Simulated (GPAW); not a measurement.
Runs of GPAW 26.7.0 on Pt. Symmetry: Fm-3m, No. 225, cubic system. Conventional cell: a = 3.922 Å, b = 3.922 Å, c = 3.922 Å, α = 90.00°, β = 90.00°, γ = 90.00°. Around Pt (site symmetry m-3m) lie 12 Pt at 2.77 Å. 

| task | level | potentials or basis | cell | k mesh | cutoff (eV) | eta | response ecut | scissors | kernel | maxiter | other keys | mesh quality | gap on the mesh (eV) | V0 of scaled cells (Å³/atom) | B0 (GPa) |
| --- | --- | --- | --- | --- | --- | --- | --- | --- | --- | --- | --- | --- | --- | --- | --- |
| optical spectrum | PBE | GPAW PAW data sets (gpaw-data 1.2.1), pw | Fm-3m, 15.08 Å³/atom | 9 × 9 × 9 | 400 | 0.1 eV | 50 eV | 0 eV | RPA | 150 | - | not flagged | none | - | - |
| optical spectrum | PBE | GPAW PAW data sets (gpaw-data 1.2.1), pw | Fm-3m, 14.18 Å³/atom | 9 × 9 × 9 | 400 | 0.1 eV | 50 eV | 0 eV | RPA | 150 | - | not flagged | none | - | - |
| G0W0 quasiparticle levels | LDA | the program's PAW data sets (release 1.2.1) made for this functional, pw | Fm-3m, 15.08 Å³/atom | 6 × 6 × 6 | 400 | 0.2 eV | 200 eV | - | - | 80 | several, not listed | coarse | none | - | - |
| equation of state | PBE | PAW data sets generated in the run's folder for this functional, pw | Fm-3m, 15.08 Å³/atom | 12 × 12 × 12 | 600 | - | - | - | - | 150 | - | not flagged | - | 15.64 | 245 |
| equation of state | PBE | GPAW PAW data sets (gpaw-data 1.2.1), pw | Fm-3m, 15.08 Å³/atom | 12 × 12 × 12 | 600 | - | - | - | - | 150 | - | not flagged | - | 15.64 | 245 |
| optical spectrum | PBE | GPAW PAW data sets (gpaw-data 1.2.1), pw | Fm-3m, 14.48 Å³/atom | 9 × 9 × 9 | 400 | 0.1 eV | 50 eV | 0 eV | RPA | 150 | - | not flagged | none | - | - |
| equation of state | PBE | GPAW PAW data sets (gpaw-data 1.2.1), other valence, pw | Fm-3m, 15.08 Å³/atom | 12 × 12 × 12 | 600 | - | - | - | - | 150 | - | not flagged | - | (a) | 247 |
| optical spectrum | PBE | GPAW PAW data sets (gpaw-data 1.2.1), pw | Fm-3m, 14.78 Å³/atom | 9 × 9 × 9 | 400 | 0.1 eV | 50 eV | 0 eV | RPA | 150 | - | not flagged | none | - | - |
| equation of state | PBE | JTH PAW 2.0, PBE, pw | Fm-3m, 15.08 Å³/atom | 12 × 12 × 12 | 600 | - | - | - | - | 150 | - | not flagged | - | 15.65 | 252 |

Alike in all rows: no spin polarisation; smearing fermi-dirac 0.05 eV.

Task: Fill in the values left out.

Result: (a) 15.81.

Caveats: some runs use coarse meshes; the long-wavelength limit can be off by several per cent where d states take part (some runs); the intraband term hangs on this k mesh (some runs); independent-particle spectra lack excitons (some runs); the extrapolation in the response cutoff is poor (some runs); G0W0 is unreliable with partly filled bands (some runs); the program truncates these outside data sets (some runs).

A k mesh can miss the band edges, and the runs leave out spin-orbit coupling on Pt.

A gap of «none» marks a metal or a gap under the smearing width.
